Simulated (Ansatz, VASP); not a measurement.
One calculation of TiAl, two programs

The input INCAR:

```
PREC = Accurate
ENCUT = 520
EDIFF = 1E-6
ISMEAR = -1
SIGMA = 0.05
LREAL = F
LASPH = T
NELM = 60
ALGO = Normal
ISIF = 2
LWAVE = F
LCHARG = F
GGA = PS
NBANDS = 14
```

The input KPOINTS:

```
regular mesh
0
Gamma
  8 8 8
```

Contents of POSCAR:

```
TiAl
1.0
    3.2208985869      0.0000000000      0.0000000000
    0.0000000000      3.2208985869      0.0000000000
    0.0000000000      0.0000000000      3.2208985869
Ti Al
1 1
Direct
    0.0000000000      0.0000000000      0.0000000000
    0.5000000000      0.5000000000      0.5000000000
```

The input input.yaml:

```yaml
crystal:
  lattice:
    - [3.2208985869, 0.0, 0.0]
    - [0.0, 3.2208985869, 0.0]
    - [0.0, 0.0, 3.2208985869]
  atoms:
    - { symbol: Ti, position: [0.0, 0.0, 0.0] }
    - { symbol: Al, position: [0.5, 0.5, 0.5] }
kpoints:
  mp_grid: { grid: [8, 8, 8] }
scf:
  occupations: { method: fermi_dirac, width: 0.05 }
hamiltonian:
  xc: pbesol
  pseudopotentials: { kind: all_electron, lapw: { basis_error: 0.001 } }
output:
  forces: true
  stress: true
  eigenvalues: true
```

Change from the starting cell: volume scaled by 1.04.

Alike in both runs: task single point; functional PBEsol; k mesh 8 × 8 × 8; occupations fermi-dirac, width 0.05 eV; no spin polarisation.

|  | VASP | Ansatz |
| --- | --- | --- |
| version | VASP 6.6.1 | Ansatz 0.2.0 |
| potentials or method | VASP PAW PBE potentials, release 64 (Ti_sv, Al) | all-electron LAPW, scalar-relativistic |
| plane-wave cutoff (eV) | 520 | see its input |

|  | VASP | Ansatz | Ansatz less VASP |
| --- | --- | --- | --- |
| gap on the k mesh at the Fermi level (eV) | none | none | - |
| pressure (GPa) | -6.4 | -6.3 | +0.01 |

A gap of «none» marks a metal or a gap that the smearing closes. Ansatz ran all-electron here, so the differences hold the error of VASP's frozen core and of both bases.

Caveats: the PAW data sets were made with another functional, which shifts forces and pressure a little (VASP).
